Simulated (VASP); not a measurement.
Runs of VASP 6.6.1 on CdO (Monteponite). The structure is cubic, space group Fm-3m (No. 225). The conventional cell has a = 4.699 Å, b = 4.699 Å, c = 4.699 Å, α = 90.00°, β = 90.00°, γ = 90.00°. Cd (site symmetry m-3m) is surrounded by 6 O at 2.35 Å. O (site symmetry m-3m) has 6 Cd at 2.35 Å as nearest neighbours. 

```tsv
task	level	spin	cell	k mesh	cutoff (eV)	gap on the mesh (eV)	pressure (GPa)	relaxed volume (Å³/atom)
relaxation of cell and atoms	RPBE	off	relaxed	10 × 10 × 10	600	none	0.0	14.14
band structure	revPBE	off	as given	10 × 10 × 10	520	-	10.9	-
relaxation of cell and atoms	revPBE	off	relaxed	10 × 10 × 10	600	none	0.0	14.00
relaxation of cell and atoms	BLYP	off	relaxed	10 × 10 × 10	600	none	-0.1	(a)
```

Alike in all rows: potentials or basis VASP PAW PBE potentials, release 64 (Cd, O); smearing fermi-dirac 0.05 eV.

Question: Estimate the missing entries.

Answer: (a) 14.24.

Caveats: the PAW data sets were made with another functional, which shifts forces and pressure a little; this crystal is a semiconductor, whose small gap the functional closes, so the metal is an error of the method.

A k mesh can miss the band edges, and the runs leave out spin-orbit coupling on Cd.

A gap of «none» marks a metal or a gap under the smearing width.

Runs at the PBE level aren't shown here.
